The pressure of a crystal is the mean of its three normal stresses, counted here as positive when the cell pushes outward against compression. The stresses were computed with the hybrid functional HSE06 for SnO2 in the rutile structure. The starting cell and the oxygen positions come from relaxations with another functional, r2SCAN. To change the volume, all three edges were multiplied by the same factor, from 4 % shorter to 3 % longer, so the ratio c/a never changes.

Ansatz 0.2.0, spin-unpolarised HSE06 calculations with PAW potentials for rutile SnO2 (6-atom cell), plane-wave cutoff 420 eV, 4×4×4 k mesh, fixed occupations. The r2SCAN cell is scaled equally along all edges, with atomic positions relaxed in r2SCAN and held fixed in HSE06. Pressure and stress are positive in compression.

| volume (Å³/atom) | c/a | shortest distance (Å) | pressure (GPa) | stress xx (GPa) | stress yy (GPa) | stress zz (GPa) |
| --- | --- | --- | --- | --- | --- | --- |
| 10.694 | 0.6722 | 1.962 | 33.00 | 30.90 | 30.90 | 37.30 |
| 11.032 | 0.6722 | 1.986 | 22.50 | 21.00 | 21.00 | 25.40 |
| 11.376 | 0.6722 | 2.010 | 13.30 | 12.40 | 12.40 | 15.00 |
| 11.728 | 0.6722 | 2.035 | 5.40 | 5.10 | 5.10 | 5.90 |
| 12.087 | 0.6722 | 2.059 | -1.40 | -1.20 | -1.20 | -2.00 |
| 12.454 | 0.6722 | 2.083 | -7.30 | -6.50 | -6.50 | -9.00 |
| 12.827 | 0.6722 | 2.100 | -12.30 | -10.90 | -10.90 | -15.00 |
| 13.208 | 0.6722 | 2.117 | -16.50 | -14.50 | -14.50 | -20.30 |

The runs label this procedure hydrostatic strain, which must not be mistaken for hydrostatic pressure. In this crystal the two differ. Each per cent of equal scaling changes the difference between the stress along c and the stress along a by about 1.7 GPa on average, from about 1.6 GPa in the expanded cells to about 1.9 GPa in the most compressed. The bulk modulus is expected to suffer much less, by something like a few per cent.

**How to recognise it**

In the most compressed row, at 10.694 Å³ per atom, the pressure column reads 33 GPa. A fluid would press on every face with that value, but the cell pushes with 30.9 GPa along a and with 37.3 GPa along c. In the most expanded row, at 13.208 Å³ per atom, the order is reversed: the cell pulls harder along c, by about 5.7 GPa in the unrounded stresses. Interpolation finds equal stresses at only one point of the series, near 11.91 Å³ per atom, where the pressure is about 2 GPa.

Two checks of the pressure don't reveal this. A Birch–Murnaghan equation of state fitted to the pressures of all eight rows misses none of them by more than about 0.05 GPa. Pressures obtained from the energy differences between neighbouring volumes agree with the tabulated ones within 0.14 GPa. Both tests are passed by cells whose stresses differ by several GPa.

The reason is that equal scaling strains all three directions alike. Apart from a small part due to the forces left on the oxygen atoms, the energy change then depends only on the sum of the three stresses, and their difference drops out. Agreement with the energies therefore shows that the pressure is consistent along this path of fixed shape. It doesn't show that the path is the one a crystal follows under a fluid.

**Why the stresses split**

For small strains the stresses follow from the elastic constants $C_{ij}$, with direction 1 along a and direction 3 along c. If every edge changes by the fraction $e$, the stress along a changes by $-(C_{11}+C_{12}+C_{13})\,e$ and the stress along c by $-(C_{33}+2C_{13})\,e$. The difference, c minus a, changes by

$$-(C_{33}+C_{13}-C_{11}-C_{12})\,e .$$

Rough recalled values for SnO2 are 450, 160, 260 and 180 GPa, in the order of the formula. The bracket is then 450 + 160 − 260 − 180 = 170 GPa, or 1.7 GPa for each per cent of strain. It is a small difference of large rounded numbers, so close agreement shouldn't be over-read. The two sums can be tested separately. Between the rows on either side of the unstrained cell, each per cent changes the stress by about 5.8 GPa along a and 7.4 GPa along c, against 6.0 and 7.7 GPa from the recalled constants.

The most compressed row can now be estimated. The unstrained cell, at 12.087 Å³ per atom, already has a difference of −0.9 GPa in the unrounded stresses (−0.8 GPa from the rounded table). Shortening all edges by 4 % adds 4 × 1.7 = 6.8 GPa, which gives about 5.9 GPa, while the table has 6.4 GPa. Apart from the recalled constants, only the unstrained row entered this estimate.

A straight line fitted to the stress differences of all eight rows has nearly the same slope. Its largest miss, about 0.2 GPa, is at the most compressed row, where the computed difference lies above the line. This doesn't mean that the elastic constants themselves stay fixed. One per cent of scaling changes the stress along a by almost 10 GPa between the two most compressed rows, but by less than 4 GPa between the two most expanded. The response along c stiffens by a similar amount, so most of the change cancels in the difference.

The structure suggests why c is the stiff direction. Along c the SnO6 octahedra share edges and form straight chains, in which neighbouring tin ions are only one c length apart. Shortening c pushes these ions together. The directions of the bonds are expected to act the same way. Four of the six Sn–O bonds of each tin ion span half a c length, about 1.6 Å of a bond near 2.1 Å, and so lean towards c. The other two lie in the ab plane and share their push between a and b. The corner links between the chains don't soften a by acting as hinges here, because the symmetry of these cells allows no rotation of the octahedra. This is an argument from the structure; the calculation doesn't divide the stress into such contributions.

The same reasoning carries over to other crystals. Under equal scaling, the axis with the larger sum of elastic constants takes more of the stress. In a cubic crystal the sums are equal by symmetry, and the problem disappears.

**How much it matters**

Under true hydrostatic pressure the cell would change its shape until the stresses were equal. On compression c would shorten less than a, and c/a would rise. The table contains no cell with a different c/a, so the size of this response has to be estimated from the recalled constants.

At fixed volume, the resistance of the stress difference to a relative change of c/a is $(2C_{33}+C_{11}+C_{12}-4C_{13})/3$, roughly 230 GPa for the uncompressed crystal. If that value also held in the most compressed row, removing 6.4 GPa would take a rise of c/a by about 3 %; since the crystal stiffens under compression, the true rise is expected to be smaller. The pressure at that volume would fall by something like 1 GPa out of 33 GPa. The fitted bulk modulus of 217 GPa would be too high by the order of 10 GPa.

For lattice parameters under pressure, or for any property that depends on direction, the fixed shape is a poor model. The most compressed rows may also describe a rutile structure that is only held in place by its symmetry. Real SnO2 is known to distort at roughly 12 GPa, a recalled value, but no distorted cell was computed here.

**The second mismatch**

The unstrained row shows a smaller fault. Its cell was relaxed with r2SCAN, yet HSE06 gives it a pressure of −1.4 GPa and so prefers a smaller volume. Scaling the cell to zero pressure, near 12.01 Å³ per atom, still leaves a stress difference of roughly −0.5 GPa. As computed, no cell of this fixed shape is entirely free of stress.

A change of functional is expected to shift the stress difference at the starting cell, while the elastic response sets how it changes with strain. How much of the shift is due to the change of functional remains open. The stresses carry a warning of loose convergence in every row, but their differences change smoothly from row to row, so random noise is unlikely to explain the shift. A systematic error would not show in this way. It could come from the loose thresholds, from the cutoff, or from the 4×4×4 mesh, which samples the short c direction more coarsely than a, and none of these was varied. The energy test supports the pressures but can't check the difference between the directions.

**What to do**

Compare the stresses along the axes before fitting an equation of state. If they differ by more than the accuracy you need, relax the cell shape and the atomic positions at each fixed volume, with the functional that supplies the stresses. Then fit the curve to these relaxed cells. If only cells of fixed shape are available, call the result a bulk modulus at fixed c/a. The fits and rough estimates used here are printed below.

The analysis program printed:

```
Stress difference and energy test (GPa, intervals end at the row):
     row  strain_percent  zz_minus_xx  pressure_from_energies  mean_tabulated_pressure
  10.694              -4          6.4                     n/a                      n/a
  11.032              -3          4.4                   27.61                    27.75
  11.376              -2          2.6                   17.85                     17.9
  11.728              -1          0.8                   9.293                     9.35
  12.087               0         -0.8                   1.934                        2
  12.454               1         -2.5                  -4.358                    -4.35
  12.827               2         -4.1                  -9.786                     -9.8
  13.208               3         -5.8                  -14.31                    -14.4
Largest mismatch of energy-derived and mean tabulated pressure, GPa: 0.1385
fit of pressure on 8 rows: coefficient of 1.5*((s/vol)**(7/3) - (s/vol)**(5/3)) 217 +/- 0.23, coefficient of 1.125*((s/vol)**(7/3) - (s/vol)**(5/3))*((s/vol)**(2/3) - 1) 151.9 +/- 4.5, s 12.01; rms 0.0304, worst 11.032 -0.0547, leave-one-out rms 0.069
Largest miss of the Birch-Murnaghan curve, GPa: 0.05471
Stress difference zz minus xx at zero mean pressure, GPa: -0.4457
Volume where zz equals xx, A^3 per atom: 11.91
Mean pressure at that volume, GPa: 2
Stress difference over pressure, most compressed row, per cent: 19.39
Stress difference over pressure, most expanded row, per cent: 35.15
fit of aniso on 8 rows: constant -0.7369 +/- 0.054, coefficient of strain -1.724 +/- 0.023; rms 0.128, worst 10.694 -0.242, leave-one-out rms 0.192
Slope of zz minus xx from recalled constants, GPa per 1 per cent strain: -1.7
Rough rise of c/a missing in the most compressed row, per cent: 2.743
Rough change of pressure there if the shape relaxed at fixed volume, GPa: -1.051
Rough excess of the fixed-shape bulk modulus, GPa: 9.433
```
